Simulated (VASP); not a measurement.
The system is ZnS (Wurtzite-4H).

```
Zn S
1.0
     3.82270    0.00000    0.00000
    -1.91135    3.31056    0.00000
     0.00000    0.00000   12.52000
Zn S
4 4
Direct
  0.66667 0.33333 0.75000
  0.33333 0.66667 0.25000
  0.00000 0.00000 0.50000
  0.00000 0.00000 0.00000
  0.66667 0.33333 0.93750
  0.33333 0.66667 0.43750
  0.00000 0.00000 0.68750
  0.00000 0.00000 0.18750
```

| Item | Value |
| --- | --- |
| Program | VASP 6.6.1 |
| Task | relaxation of cell and atoms |
| Functional | RPBE |
| Dispersion | D4 |
| Potentials or basis | VASP PAW PBE potentials, release 64 (Zn, S) |
| Cutoff | 600 eV |
| k mesh | 8 × 8 × 3 |
| Occupations | fermi-dirac, width 0.05 eV |
| Spin | no spin polarisation |

At the start: pressure -1.5 GPa; volume 19.81 Å³/atom.

Q: Where does the relaxation end?

A: Over 5 steps the energy falls by 2.8 meV/atom and the volume is 19.32 Å³/atom (-2.4 %); space group P6_3mc (No. 186, to 0.05 Å).

Step by step:
| step | energy change (eV) | largest force (eV/Å) | pressure (GPa) | volume (Å³) |
| --- | --- | --- | --- | --- |
| 1 | 0.0000 | 0.0385 | -1.55 | 158.44 |
| 2 | -0.0219 | 0.0121 | 0.21 | 154.10 |
| 3 | -0.0222 | 0.0146 | 0.05 | 154.46 |
| 4 | -0.0222 | 0.0152 | -0.01 | 154.57 |
| 5 | -0.0222 | 0.0069 | -0.01 | 154.57 |

Final structure:
```xyz
8
Lattice="3.7924 0.0000 0.0000 -1.8962 3.2844 0.0000 0.0000 0.0000 12.4097" Properties=species:S:1:pos:R:3 pbc="T T T"
Zn    1.8962    1.0948    9.3074
Zn    0.0000    2.1896    3.1026
Zn   -1.8962    3.2844    6.2057
Zn    0.0000    0.0000    0.0009
S     1.8962    1.0948   11.6353
S     0.0000    2.1896    5.4305
S     0.0000    0.0000    8.5293
S    -1.8962    3.2844    2.3245
```

Caveat: the PAW data sets were made with another functional, which shifts forces and pressure a little.
